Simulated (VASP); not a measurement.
The system is Sn.

```xyz
1
Lattice="-1.8947 1.8947 1.8947 1.8947 -1.8947 1.8947 1.8947 1.8947 -1.8947" Properties=species:S:1:pos:R:3 pbc="T T T"
Sn    0.0000    0.0000    0.0000
```

This isn't the form of Sn at room conditions, which is tetragonal (white tin).

```yaml
Program: VASP 6.6.1
Task: relaxation of cell and atoms
Functional: LDA
Potentials_or_basis: VASP PAW LDA potentials, release 64 (Sn_d)
Cutoff: 600 eV
k_mesh: 7 × 7 × 7
Occupations: fermi-dirac, width 0.05 eV
Spin: spin-orbit coupling, no magnetisation
```

At the start: pressure -3.1 GPa; volume 27.20 Å³/atom.

**Question.** Where does the relaxation end?

**Answer.** Over 8 steps the energy falls by 15.5 meV/atom and the volume is 25.70 Å³/atom (-5.5 %); space group Im-3m (No. 229, to 0.05 Å).

The path:
```tsv
step	energy change (eV)	largest force (eV/Å)	pressure (GPa)	volume (Å³)
1	0.0000	0.0000	-3.09	27.20
2	-0.0136	0.0000	1.58	25.19
3	-0.0155	0.0000	-0.06	25.71
4	-0.0155	0.0000	0.11	25.68
5	-0.0155	0.0000	-0.25	25.74
6	-0.0155	0.0000	0.04	25.70
7	-0.0155	0.0000	-0.06	25.71
8	-0.0155	0.0000	0.00	25.70
```

Final structure:
```xyz
1
Lattice="-1.8592 1.8592 1.8592 1.8592 -1.8592 1.8592 1.8592 1.8592 -1.8592" Properties=species:S:1:pos:R:3 pbc="T T T"
Sn    1.8592    1.8592   -1.8592
```
